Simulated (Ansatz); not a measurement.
# Ga: the order of phases, without relativity

Which of bcc, hcp, sc, diamond is lowest for Ga, without relativity? The runs shown use PAW and LAPW.

Computed with Ansatz 0.2.0 (DFT PBE, with the methods named in each step, unless a step's input says otherwise).

## (1) The system as given

The structure is cubic, space group Im-3m (No. 229). The conventional cell has a = 3.362 Å, b = 3.362 Å, c = 3.362 Å, α = 90.00°, β = 90.00°, γ = 90.00°. Ga (site symmetry m-3m) is surrounded by 8 Ga at 2.91 Å.

Coordinates:

```cif
data_structure
_symmetry_space_group_name_H-M 'P 1'
_symmetry_Int_Tables_number 1
_cell_length_a 2.9116
_cell_length_b 2.9116
_cell_length_c 2.9116
_cell_angle_alpha 109.471
_cell_angle_beta 109.471
_cell_angle_gamma 109.471
_cell_volume 19.00
loop_
_atom_site_label
_atom_site_type_symbol
_atom_site_fract_x
_atom_site_fract_y
_atom_site_fract_z
_atom_site_occupancy
Ga1 Ga 0.00000 0.00000 0.00000 1
```

The PAW steps are scalar-relativistic and only prepare the cells; LAPW drops relativity.

## (2) Bcc relaxed, PAW

Input file input.yaml:

```yaml
crystal:
  lattice:
    - [-1.6809877034, 1.6809877034, 1.6809877034]
    - [1.6809877034, -1.6809877034, 1.6809877034]
    - [1.6809877034, 1.6809877034, -1.6809877034]
  atoms:
    - { symbol: Ga, position: [0.0, 0.0, 0.0] }
kpoints:
  mp_grid: { grid: [17, 17, 17] }
scf:
  occupations: { method: fermi_dirac, width: 0.05 }
hamiltonian:
  xc: pbe
  pseudopotentials: { kind: paw }
output:
  forces: true
  stress: true
  write_density: true
  write_potential: true
  elf: true
  volumetric_format: npy
relax:
  f_tol: 0.005
  max_steps: 40
  cell: {}
```

Started as:

```
$ ansatz run input.yaml --threads 1 --pin off --max-ram 3072MiB --backend cpu --events-out ev --progress --plain --runs-dir out
```

The runs that follow: Bcc relaxed, LAPW; Hcp relaxed, PAW; Hcp relaxed, LAPW; Sc relaxed, PAW; Sc relaxed, LAPW; Diamond relaxed, PAW; Diamond relaxed, LAPW.

What does the calculation give? Wanted: lowest (for each run or level that gives them).

**Answer**, as computed:

| quantity | value |
| --- | --- |
| lowest (LAPW) | hcp, 14.4 meV/atom under bcc |
| lowest (PAW) | hcp, 9.5 meV/atom under bcc |

By LAPW the order is hcp < bcc < sc < diamond. By PAW the order is hcp < bcc < sc < diamond. Only LAPW drops relativity: the PAW files are scalar-relativistic and give the starting cells, so the two sets of rows differ by relativity and by the method's own errors together. Only these structures were tried, with electrons smeared by 0.05 eV and without vibrations, so the true ground state may be another. The k meshes differ between phases and weren't tested, which can move differences by some meV.
